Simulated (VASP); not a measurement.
# Mo (Im-3m) in VASP: further runs

Aim: see how the results for Mo move with the level of theory and the settings. Levels: r2SCAN+rVV10, r2SCAN. Tasks: relaxation of cell and atoms, relaxation of the atoms.

All numbers are computed with VASP 6.6.1; they aren't measurements. Logs are shortened: lines on timing, memory, paths and dates and some standing lists are left out, and cuts for length are marked.

## (1) The structure

The structure is cubic, space group Im-3m (No. 229). The conventional cell has a = 3.168 Å, b = 3.168 Å, c = 3.168 Å, α = 90.00°, β = 90.00°, γ = 90.00°. Mo (site symmetry m-3m) has 8 Mo at 2.74 Å as nearest neighbours.

## (2) Relaxation of cell and atoms, r2SCAN+rVV10

INCAR reads:

```
ALGO = Normal
BPARAM = 11.95
CPARAM = 0.0093
EDIFF = 1E-7
EDIFFG = -0.01
ENCUT = 600
IBRION = 2
ISIF = 3
ISMEAR = 1
IVDW_NL = 2
LASPH = T
LCHARG = F
LMIXTAU = T
LREAL = F
LUSE_VDW = T
LWAVE = F
METAGGA = R2SCAN
NELM = 60
NSW = 60
PREC = Accurate
SIGMA = 0.1
```

KPOINTS reads:

```
k-points
0
Gamma
  12 12 12
```

POSCAR reads:

```
Mo
1.0
   -1.5838089719      1.5838089719      1.5838089719
    1.5838089719     -1.5838089719      1.5838089719
    1.5838089719      1.5838089719     -1.5838089719
Mo
1
Direct
    0.0000000000      0.0000000000      0.0000000000
```

Potentials or basis: VASP PAW PBE potentials, release 64 (Mo_sv).

Command:

```console
$ cat potpaw_PBE.64/Mo_sv/POTCAR > POTCAR
$ mpirun -np 1 vasp_std > vasp.out
```

OUTCAR:

```text
BPARAM = 11.95
   EDIFF = 1E-7
   EDIFFG = -0.01
   ENCUT = 600
   IBRION = 2
   ISIF = 3
   ISMEAR = 1
   IVDW_NL = 2
   LASPH = T
   LREAL = F
   METAGGA = R2SCAN
   NELM = 60
   NSW = 60
   PREC = Accurate

 ion  position               nearest neighbor table
   1  0.000  0.000  0.000-

  LATTYP: Found a body centered cubic cell.
 ALAT       =     3.1676179438

  Lattice vectors:

 A1 = (  -1.5838089719,   1.5838089719,   1.5838089719)
 A2 = (   1.5838089719,  -1.5838089719,   1.5838089719)
 A3 = (   1.5838089719,   1.5838089719,  -1.5838089719)

Analysis of symmetry for initial positions (statically):
=====================================================================
 Subroutine PRICEL returns:
 Original cell was already a primitive cell.

 Routine SETGRP: Setting up the symmetry group for a
 body centered cubic supercell.

 Subroutine GETGRP returns: Found 48 space group operations
 (whereof 48 operations were pure point group operations)
 out of a pool of 48 trial point group operations.

The static configuration has the point symmetry O_h .

Analysis of symmetry for dynamics (positions and initial velocities):
=====================================================================
 Subroutine PRICEL returns:
 Original cell was already a primitive cell.

 Routine SETGRP: Setting up the symmetry group for a
 body centered cubic supercell.

 Subroutine GETGRP returns: Found 48 space group operations
 (whereof 48 operations were pure point group operations)
 out of a pool of 48 trial point group operations.

The dynamic configuration has the point symmetry O_h .

 Subroutine INISYM returns: Found 48 space group operations
 (whereof 48 operations are pure point group operations),
 and found     1 'primitive' translations

----------------------------------------------------------------------------------------

                                     Primitive cell

  volume of cell :      15.8916

  direct lattice vectors                    reciprocal lattice vectors
    -1.583808972  1.583808972  1.583808972     0.000000000  0.315694638  0.315694638
     1.583808972 -1.583808972  1.583808972     0.315694638  0.000000000  0.315694638
     1.583808972  1.583808972 -1.583808972     0.315694638  0.315694638  0.000000000

  length of vectors
     2.743237609  2.743237609  2.743237609     0.446459639  0.446459639  0.446459639

  position of ions in fractional coordinates (direct lattice)
     0.000000000  0.000000000  0.000000000

  ion indices of the primitive-cell ions
   primitive index   ion index
                 1           1

----------------------------------------------------------------------------------------

 KPOINTS: k-points

Automatic generation of k-mesh.
 Grid dimensions read from file:
 generate k-points for:   12   12   12

 Generating k-lattice:

  Cartesian coordinates                     Fractional coordinates (reciprocal lattice)
     0.000000000  0.026307886  0.026307886     0.083333333  0.000000000  0.000000000
     0.026307886  0.000000000  0.026307886     0.000000000  0.083333333  0.000000000
     0.026307886  0.026307886  0.000000000     0.000000000  0.000000000  0.083333333

  Length of vectors
     0.037204970  0.037204970  0.037204970

  Shift w.r.t. Gamma in fractional coordinates (k-lattice)
     0.000000000  0.000000000  0.000000000

 Subroutine IBZKPT returns following result:
 ===========================================

 Found     72 irreducible k-points:

 Following reciprocal coordinates:
            Coordinates               Weight
  0.000000  0.000000  0.000000      1.000000
  0.083333  0.000000  0.000000     12.000000
  0.166667  0.000000  0.000000     12.000000
  0.250000  0.000000  0.000000     12.000000
  0.333333  0.000000  0.000000     12.000000
  0.416667  0.000000  0.000000     12.000000
[... 16 lines left out ...]
  0.333333  0.083333  0.083333     24.000000
  0.416667  0.083333  0.083333     12.000000
 [... further k-points ...]
   k-points           NKPTS =     72   k-points in BZ     NKDIM =     72   number of bands    NBANDS=     11
   number of dos      NEDOS =    301   number of ions     NIONS =      1
   total plane-waves  NPLWV =  13824
   dimension x,y,z NGX =    24 NGY =   24 NGZ =   24
   dimension x,y,z NGXF=    48 NGYF=   48 NGZF=   48
   ions per type =               1
   NGX,Y,Z   is equivalent  to a cutoff of  14.54, 14.54, 14.54 a.u.
   NGXF,Y,Z  is equivalent  to a cutoff of  29.09, 29.09, 29.09 a.u.
 SYSTEM =  unknown system
   PREC   = accura    normal or accurate (medium, high low for compatibility)
   ISTART =      0    job   : 0-new  1-cont  2-samecut
   ICHARG =      2    charge: 1-file 2-atom 10-const
   ISPIN  =      1    spin polarized calculation?
   LNONCOLLINEAR =      F non collinear calculations
   LSORBIT =      F    spin-orbit coupling
   LASPH  =      T    aspherical Exc in radial PAW
   ENCUT  =  600.0 eV  44.10 Ry    6.64 a.u.   5.48  5.48  5.48*2*pi/ulx,y,z
   NELM   =     60;   NELMIN=  2; NELMDL= -5     # of ELM steps
   EDIFF  = 0.1E-06   stopping-criterion for ELM
   LREAL  =      F    real-space projection
   EDIFFG = -.1E-01   stopping-criterion for IOM
   NSW    =     60    number of steps for IOM
   IBRION =      2    ionic relax: 0-MD 1-quasi-New 2-CG
   NFREE  =      1    steps in history (QN), initial steepest desc. (CG)
   ISIF   =      3    stress and relaxation
   ISYM   =      2    0-nonsym 1-usesym 2-fastsym
   POTIM  = 0.5000    time-step for ionic-motion
   TEBEG  =    0.0;   TEEND  =   0.0 temperature during run
   PSTRESS=    0.0 pullay stress
   NELECT =      14.0000    total number of electrons
   NUPDOWN=      -1.0000    fix difference up-down
   EMIN   =  10.00;   EMAX   =-10.00  energy-range for DOS
   EFERMI =   0.00;   METHOD = LEGACY
   ISMEAR =     1;   SIGMA  =   0.10  broadening in eV -4-tet -1-fermi 0-gaus
   EFERMI_NEDOS =   21; number of points for ismear=-14 and -15
   IALGO  =     38    algorithm
   IMIX   =      4    mixing-type and parameters
     AMIX     =   0.40;   BMIX     =  1.00
     AMIX_MAG =   1.60;   BMIX_MAG =  1.00
  volume/ion in A,a.u.               =      15.89       107.24
  Fermi-wavevector in a.u.,A,eV,Ry     =   1.569380  2.965698 33.510508  2.462953
  Thomas-Fermi vector in A             =   2.671271
   LORBIT       =      0    0 simple, 1 ext, 2 COOP (PROOUT), +10 PAW based schemes
   METAGGA = R2SCAN    functional components
   LHFCALC =     F    Hartree Fock is set to
   AEXX    =    0.0000 exact exchange contribution
   IVDW_NL    =     2    kernel type
   BPARAM     =11.9500
   IVDW    =     0    specifies the selected vdW correction
   LEPSILON=     F    determine dielectric tensor
   LRPA    =     F    only Hartree local field effects (RPA)
 conjugate gradient relaxation of ions
 non-spin polarized calculation
 Methfessel and Paxton  Order N= 1 SIGMA  =   0.10
  energy-cutoff  :      600.00
  volume of cell :       15.89
 maximum number of plane-waves:       555
 NGX is ok and might be reduce to    24

--------------------------------------- Ionic step        1  -------------------------------------------

 number of electron      14.0000002 magnetization

 Free energy of the ion-electron system (eV)
  ---------------------------------------------------
  ext. energy  EPLUGINS =         0.00000000
  ---------------------------------------------------
  free energy    TOTEN  =       -25.86512565 eV

  energy without entropy =      -25.86435874  energy(sigma->0) =      -25.86487001

------------------------ aborting loop because EDIFF is reached ----------------------------------------

  FORCE on cell =-STRESS in cart. coord.  units (eV):
  Direction    XX          YY          ZZ          XY          YZ          ZX
  --------------------------------------------------------------------------------------
  -------------------------------------------------------------------------------------
  Total       -0.4968627     -0.4968627     -0.4968627      0.0000000     -0.0000000     -0.0000000
  in kB      -50.0931750    -50.0931750    -50.0931750      0.0000000     -0.0000000     -0.0000000
  external PRESSURE =     -50.0931750 kB  Pullay stress =       0.0000000 kB
[... 55 lines left out ...]
  energy  without entropy=      -25.8278317399  energy(sigma->0) =      -25.82819423

--------------------------------------- Ionic step        3  -------------------------------------------

 number of electron      14.0000002 magnetization

 Free energy of the ion-electron system (eV)
  ---------------------------------------------------
  ext. energy  EPLUGINS =         0.00000000
  ---------------------------------------------------
  free energy    TOTEN  =       -25.86979690 eV

  energy without entropy =      -25.86890001  energy(sigma->0) =      -25.86949794

 E-fermi :  12.5552     XC(G=0): -14.6693

 val. band max:       12.5275496746   @ k =   0.5000   0.5000   0.0833
 cond. band min:      12.5583507946   @ k =  -0.1667   0.2500   0.0833
 fundamental gap:      0.0308011199
 Fermi energy:        12.5552249934

 k-point     1 :       0.0000    0.0000    0.0000
  band No.  band energies     occupation
      1     -50.6387      2.00000
      2     -23.1057      2.00000
      3     -23.1057      2.00000
      4     -23.1057      2.00000
      5       4.8831      2.00000
      6      11.1454      2.00000
      7      11.1454      2.00000
      8      11.1454      2.00000
      9      14.4924     -0.00000
     10      14.4924     -0.00000
     11      28.0523      0.00000
[... 309 lines left out ...]
 k-point    24 :       0.4167    0.0833    0.0833
  band No.  band energies     occupation
      1     -50.3370      2.00000
      2     -24.5239      2.00000
      3     -23.6589      2.00000
      4     -23.2200      2.00000
      5       7.5577      2.00000
      6       8.9623      2.00000
      7      12.8113     -0.00176
      8      14.6485      0.00000
      9      15.2087      0.00000
     10      19.1955      0.00000
     11      24.2619      0.00000

 [... further k-points ...]

------------------------ aborting loop because EDIFF is reached ----------------------------------------

  FORCE on cell =-STRESS in cart. coord.  units (eV):
  Direction    XX          YY          ZZ          XY          YZ          ZX
  --------------------------------------------------------------------------------------
  -------------------------------------------------------------------------------------
  Total       -0.0097296     -0.0097296     -0.0097296     -0.0000000      0.0000000     -0.0000000
  in kB       -0.9990160     -0.9990160     -0.9990160     -0.0000000      0.0000000     -0.0000000
  external PRESSURE =      -0.9990160 kB  Pullay stress =       0.0000000 kB
[... 16 lines left out ...]
  FREE ENERGIE OF THE ION-ELECTRON SYSTEM (eV)
  ---------------------------------------------------
  free  energy   TOTEN  =       -25.8697969001 eV

  energy  without entropy=      -25.8689000095  energy(sigma->0) =      -25.86949794

 reached required accuracy - stopping structural energy minimisation
```

Run time: 2.1 min. Hardware: 1 thread of Intel Xeon 6975P-C (Granite Rapids), shared host; peak memory 0.22 GiB.

Results:

```yaml
Free_energy: -25.8698 eV
Relaxed_volume: 15.60 Å³/atom
Relaxed_cell: a = 2.727 Å, b = 2.727 Å, c = 2.727 Å, α = 109.47°, β = 109.47°, γ = 109.47°
Space_group_after_relaxing_to_0.05_Å: Im-3m (No. 229)
Energy_gained_by_relaxing: 4.7 meV/atom
Ionic_steps: 3
Pressure_after_relaxing: -0.1 GPa
Band_gap_on_the_k_mesh: none (metal or under the smearing width)
```

The path:
| step | energy change (eV) | largest force (eV/Å) | pressure (GPa) | volume (Å³) |
| --- | --- | --- | --- | --- |
| 1 | 0.0000 | 0.0000 | -5.01 | 15.89 |
| 2 | 0.0368 | 0.0000 | 16.94 | 14.78 |
| 3 | -0.0047 | 0.0000 | -0.10 | 15.60 |

Final structure:
```
Mo
1.0
    -1.57419    1.57419    1.57419
     1.57419   -1.57419    1.57419
     1.57419    1.57419   -1.57419
Mo
1
Direct
  0.00000 0.00000 0.00000
```

Caveat: the PAW data sets were made with another functional, which shifts forces and pressure a little.

## (3) Relaxation of the atoms, r2SCAN (cell strained at random at fixed volume)

INCAR reads:

```
SYSTEM = Mo
PREC     = Accurate       ! precision mode
ENCUT    = 520            ! plane-wave cutoff, eV
EDIFF    = 1E-6           ! SCF threshold, eV
ISMEAR   = 1              ! smearing method
SIGMA    = 0.1            ! smearing width, eV
LREAL    = .FALSE.        ! projectors in reciprocal space
LASPH    = .TRUE.         ! aspherical terms in the spheres
NELM     = 100            ! most SCF steps
ALGO     = Normal         ! electronic algorithm
ISIF     = 2              ! what is computed and relaxed
LWAVE    = .FALSE.        ! write WAVECAR
LCHARG   = .FALSE.        ! write CHGCAR
METAGGA  = R2SCAN         ! meta-GGA
LMIXTAU  = .TRUE.       
IBRION   = 2              ! ionic algorithm
NSW      = 40             ! ionic steps
EDIFFG   = -0.02          ! ionic threshold
```

KPOINTS reads:

```
regular mesh
0
G
  9 9 9
  0 0 0
```

POSCAR reads:

```
Mo
1.0
   -1.6018940000      1.6123050000      1.5868230000
    1.5840600000     -1.5829550000      1.5396390000
    1.5998790000      1.5809390000     -1.5574730000
Mo
1
Direct
   -0.0100820000     -0.0008690000      0.0196120000
```

Potentials or basis: VASP PAW PBE potentials, release 64 (Mo_sv).

Command:

```console
$ cat potpaw_PBE.64/Mo_sv/POTCAR > POTCAR
$ mpirun -np 1 vasp_std > vasp.out
```

OUTCAR:

```text
SYSTEM = Mo
   PREC = Accurate
   ENCUT = 520
   EDIFF = 1E-6
   ISMEAR = 1
   LREAL = .FALSE.
   LASPH = .TRUE.
   NELM = 100
   ISIF = 2
   METAGGA = R2SCAN
   IBRION = 2
   NSW = 40
   EDIFFG = -0.02

 ion  position               nearest neighbor table
   1  0.990  0.999  0.020-

  LATTYP: Found a triclinic cell.
 ALAT       =     4.4371765866
 B/A-ratio  =     0.6124669750
 C/A-ratio  =     1.0156274886
 COS(alpha) =     0.0005322677
 COS(beta)  =     0.5099630966
 COS(gamma) =     0.8092327802

  Lattice vectors:

 A1 = (   3.1661050000,   0.0273340000,   3.1086280000)
 A2 = (   1.5840600000,  -1.5829550000,   1.5396390000)
 A3 = (   3.1819240000,   3.1912280000,   0.0115160000)

Analysis of symmetry for initial positions (statically):
=====================================================================
 Subroutine PRICEL returns:
 Original cell was already a primitive cell.

 Routine SETGRP: Setting up the symmetry group for a
 triclinic supercell.

 Subroutine GETGRP returns: Found  2 space group operations
 (whereof  1 operations were pure point group operations)
 out of a pool of  2 trial point group operations.

The static configuration has the point symmetry C_1 .
 The point group associated with its full space group is S_2 .

Analysis of symmetry for dynamics (positions and initial velocities):
=====================================================================
 Subroutine PRICEL returns:
 Original cell was already a primitive cell.

 Routine SETGRP: Setting up the symmetry group for a
 triclinic supercell.

 Subroutine GETGRP returns: Found  2 space group operations
 (whereof  1 operations were pure point group operations)
 out of a pool of  2 trial point group operations.

The dynamic configuration has the point symmetry C_1 .
 The point group associated with its full space group is S_2 .

 Subroutine INISYM returns: Found  2 space group operations
[... 120 lines left out ...]
   METAGGA = R2SCAN    functional components
   LHFCALC =     F    Hartree Fock is set to
   AEXX    =    0.0000 exact exchange contribution
   IVDW    =     0    specifies the selected vdW correction
   LEPSILON=     F    determine dielectric tensor
   LRPA    =     F    only Hartree local field effects (RPA)
 conjugate gradient relaxation of ions
 non-spin polarized calculation
 Methfessel and Paxton  Order N= 1 SIGMA  =   0.10
  energy-cutoff  :      520.00
  volume of cell :       15.89
 maximum number of plane-waves:       439
 NGX is ok and might be reduce to    24

 number of electron      14.0000000 magnetization

 Free energy of the ion-electron system (eV)
  ---------------------------------------------------
  ext. energy  EPLUGINS =         0.00000000
  ---------------------------------------------------
  free energy    TOTEN  =       -26.08314003 eV

  energy without entropy =      -26.08376387  energy(sigma->0) =      -26.08334798

 E-fermi :  12.3178     XC(G=0): -14.5324

 val. band max:       12.3129091084   @ k =   0.3333  -0.2222   0.2222
 cond. band min:      12.3241473512   @ k =  -0.2222   0.1111   0.3333
 fundamental gap:      0.0112382429
 Fermi energy:        12.3177779240

 k-point     1 :       0.0000    0.0000    0.0000
  band No.  band energies     occupation
      1     -50.9398      2.00000
      2     -23.4803      2.00000
      3     -23.4511      2.00000
      4     -23.4191      2.00000
      5       4.6768      2.00000
      6      10.6369      2.00000
      7      10.9531      2.00000
      8      11.0928      2.00000
      9      14.0096     -0.00000
     10      14.3236      0.00000
     11      27.5325      0.00000
[... 309 lines left out ...]
 k-point    24 :       0.0000    0.3333    0.0000
  band No.  band energies     occupation
      1     -50.7258      2.00000
      2     -24.5468      2.00000
      3     -23.8212      2.00000
      4     -23.4741      2.00000
      5       7.0801      2.00000
      6       9.1808      2.00000
      7      11.5908      2.00000
      8      13.9228     -0.00000
      9      14.4624      0.00000
     10      14.9435      0.00000
     11      26.2889      0.00000

 [... further k-points ...]

------------------------ aborting loop because EDIFF is reached ----------------------------------------

  FORCE on cell =-STRESS in cart. coord.  units (eV):
  Direction    XX          YY          ZZ          XY          YZ          ZX
  --------------------------------------------------------------------------------------
  -------------------------------------------------------------------------------------
  Total       -0.5019051     -0.6065345      0.0030826      0.0380894     -0.1657172      0.0853229
  in kB      -50.6015335    -61.1501532      0.3107808      3.8401298    -16.7074261      8.6021605
  external PRESSURE =     -37.1469687 kB  Pullay stress =       0.0000000 kB

 VOLUME and BASIS-vectors are now :
 -----------------------------------------------------------------------------
  energy-cutoff  :      520.00
  volume of cell :       15.89
      direct lattice vectors                 reciprocal lattice vectors
    -1.601894000  1.612305000  1.586823000     0.001971750  0.310249238  0.316949110
     1.584060000 -1.582955000  1.539639000     0.315876418 -0.002757309  0.321678072
     1.599879000  1.580939000 -1.557473000     0.314268351  0.313370033 -0.001149142

 POSITION                                       TOTAL-FORCE (eV/Angst)
 -----------------------------------------------------------------------------------
      0.02832      0.04548      3.07858        -0.000000      0.000000      0.000000
 -----------------------------------------------------------------------------------
    total drift:                               -0.000007      0.000006      0.000001

  FREE ENERGIE OF THE ION-ELECTRON SYSTEM (eV)
  ---------------------------------------------------
  free  energy   TOTEN  =       -26.0831400309 eV

  energy  without entropy=      -26.0837638664  energy(sigma->0) =      -26.08334798

 reached required accuracy - stopping structural energy minimisation
```

Wall time 90 s (1 thread of Intel Xeon 6975P-C (Granite Rapids), shared host); peak memory 0.17 GiB.

What came out:

```
Free energy             : -26.0831 eV
Pressure after relaxing : -3.7 GPa
Band gap on the k mesh  : none (metal or under the smearing width)
```

Final structure:
```cif
data_structure
_symmetry_space_group_name_H-M 'P 1'
_symmetry_Int_Tables_number 1
_cell_length_a 2.7719
_cell_length_b 2.7176
_cell_length_c 2.7358
_cell_angle_alpha 108.557
_cell_angle_beta 109.131
_cell_angle_gamma 110.568
_cell_volume 15.89
loop_
_atom_site_label
_atom_site_type_symbol
_atom_site_fract_x
_atom_site_fract_y
_atom_site_fract_z
_atom_site_occupancy
Mo1 Mo 0.98992 0.99913 0.01961 1
```

Levels at points of the mesh, in eV from the Fermi level:
```
           k point  band 5  band 6  band 7  band 8  band 9  band 10
(0.00, 0.00, 0.00)   -7.64   -1.68   -1.36   -1.22    1.69     2.01
```

Caveat: the relaxation stopped at its first step, so nothing moved; the PAW data sets were made with another functional, which shifts forces and pressure a little.
